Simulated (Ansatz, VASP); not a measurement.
# GaAs: VASP beside Ansatz

The input INCAR:

```
SYSTEM = GaAs
  ALGO = Normal
  EDIFF = 1E-7
  EDIFFG = -0.01
  ENCUT = 600
  GGA = PE
  IBRION = 2
  ISIF = 3
  ISMEAR = 0
  LASPH = .True.
  LCHARG = .False.
  LREAL = .False.
  LWAVE = .False.
  NELM = 100
  NSW = 80
  PREC = Accurate
  SIGMA = 0.01
```

KPOINTS

```
k-points
0
Gamma
  8 8 8
  0 0 0
```

Contents of POSCAR:

```
GaAs
1.0
    0.0000000000      2.8268500000      2.8268500000
    2.8268500000      0.0000000000      2.8268500000
    2.8268500000      2.8268500000      0.0000000000
Ga As
1 1
Direct
    0.0000000000      0.0000000000      0.0000000000
    0.2500000000      0.2500000000      0.2500000000
```

Input for Ansatz:

```yaml
crystal:
  lattice:
    - [0.0, 2.82685, 2.82685]
    - [2.82685, 0.0, 2.82685]
    - [2.82685, 2.82685, 0.0]
  atoms:
    - { symbol: Ga, position: [0.0, 0.0, 0.0] }
    - { symbol: As, position: [0.25, 0.25, 0.25] }
basis:
  ecutwfc: 476.19925930478996
kpoints:
  mp_grid:
    grid: [8, 8, 8]
hamiltonian:
  xc: pbe
  dispersion: none
scf:
  occupations:
    method: fixed
relax:
  cell: {}
```

Alike in both runs: task relaxation of cell and atoms; functional PBE; k mesh 8 × 8 × 8; no spin polarisation.

|  | VASP | Ansatz |
| --- | --- | --- |
| version | VASP 6.6.1 | Ansatz 0.2.0 |
| potentials or method | VASP PAW PBE potentials, release 64 (Ga_d, As) | plane waves, PAW |
| plane-wave cutoff (eV) | 600 | 476 |
| occupations | gaussian, width 0.01 eV | fixed |
| valence electrons in the cell | 18 | 28 |

|  | VASP | Ansatz | Ansatz less VASP |
| --- | --- | --- | --- |
| relaxed volume (Å³/atom) | 23.75 | 23.70 | -0.059 |
| relaxed cell length with the largest relative difference (Å) | 4.065 | 4.062 | -0.0034 |
| energy change over the relaxation (meV/atom) | -12 | -11 | +1.1 |

The two sets of potentials don't hold the same shells in valence.

PBE usually gives volumes a little too large and moduli too small. Zero-point motion and thermal expansion aren't in these numbers.
